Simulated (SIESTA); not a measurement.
Runs of SIESTA 5.4.2 on Al2Au. It takes space group Fm-3m (No. 225, cubic). The conventional cell has a = 6.000 Å, b = 6.000 Å, c = 6.000 Å, α = 90.00°, β = 90.00°, γ = 90.00°. Au (site symmetry m-3m) has 8 Al at 2.60 Å as nearest neighbours. Al (site symmetry -43m) has 4 Au at 2.60 Å as nearest neighbours. 

```tsv
task	level	potentials or basis	spin	cell	k mesh	gap on the mesh (eV)	pressure (GPa)
single point	PBE	PseudoDojo 0.4 standard (PBE files), DZ (energy shift 0.003 Ry; two zetas on semicore shells)	off	as given	8 × 8 × 8	none	(a)
single point	PBE	PseudoDojo 0.4 standard (PBE files), DZP (energy shift 0.003 Ry; two zetas on semicore shells)	off	as given	8 × 8 × 8	none	3.6
band structure	PBEsol	PseudoDojo 0.4 standard (PBEsol files), DZP (energy shift 0.003 Ry; two zetas on semicore shells)	off	as given	6 × 6 × 6	none	0.5
single point	PBE	PseudoDojo 0.4 standard (PBE files), DZP (energy shift 0.003 Ry; two zetas on semicore shells)	off	atoms moved at random, drawn with an rms of 0.05 Å	8 × 8 × 8	none	3.7
single point	PBE	PseudoDojo 0.4 standard (PBE files), TZP (energy shift 0.003 Ry; two zetas on semicore shells)	off	as given	8 × 8 × 8	none	3.6
single point	PBE	PseudoDojo 0.4 standard (PBE files), SZ (energy shift 0.003 Ry)	off	as given	8 × 8 × 8	none	13.1
band structure	PBEsol	PseudoDojo 0.4 standard (PBEsol files, fully relativistic), DZP (energy shift 0.003 Ry; two zetas on semicore shells)	non-collinear, zero start, SOC	as given	6 × 6 × 6	none	-0.9
```

Alike in all rows: smearing fermi-dirac 0.05 eV; grid cutoff 800 Ry; energy shift 0.003 Ry.

Problem. Fill in the values left out.

Solution. (a) 6.6.

Caveats: short orbitals over semicore shells can move pressures by several GPa; the basis of atomic orbitals isn't converged, which shifts pressures, moduli and gaps; the basis has no polarisation orbitals (some runs); spin-orbit coupling is left out, which moves the levels of the heavy elements (some runs).

A k mesh can miss the band edges, and rows without SOC leave out spin-orbit coupling on Au.

A gap of «none» marks a metal or a gap under the smearing width.
